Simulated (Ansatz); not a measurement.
# IrO₂: how the free axis answers a strain

IrO₂, P4_2/mnm, a = 4.529 Å, c = 3.180 Å. Ansatz: PBE, PAW, 420 eV, Γ-centred 8×8×12 mesh on 6 atoms, Gaussian smearing 0.10 eV; no spin polarisation. Series: biaxial strain in the a-b plane, c and atoms relaxed; x is the strain in per cent. y is the change of c in per cent of 3.180 Å.

| x (%) | y (%) |
| --- | --- |
| -6.0 | 3.62 |
| -4.0 | 2.43 |
| -2.0 | 1.23 |
| 0.0 | 0.00 |
| 2.0 | -1.26 |
| 4.0 | ? |
| 6.0 | -3.81 |

Problem. Fit y = c1 x + c2 x² to the other rows, say what c1 measures, and predict the missing y.

Solution. Least squares on the rows shown. y = −0.6193 x − 0.002679 x². With no stress along c, c1 = −2C13/C33 = -0.619. At x = 4.0 the fit asked for gives -2.52 %. The run gave -2.53 %, so the fit is 0.01 % too high, within twice the rms miss on the fitted rows (0.005 %).

Spin–orbit coupling is left out, which can shift energies with elements as heavy as these.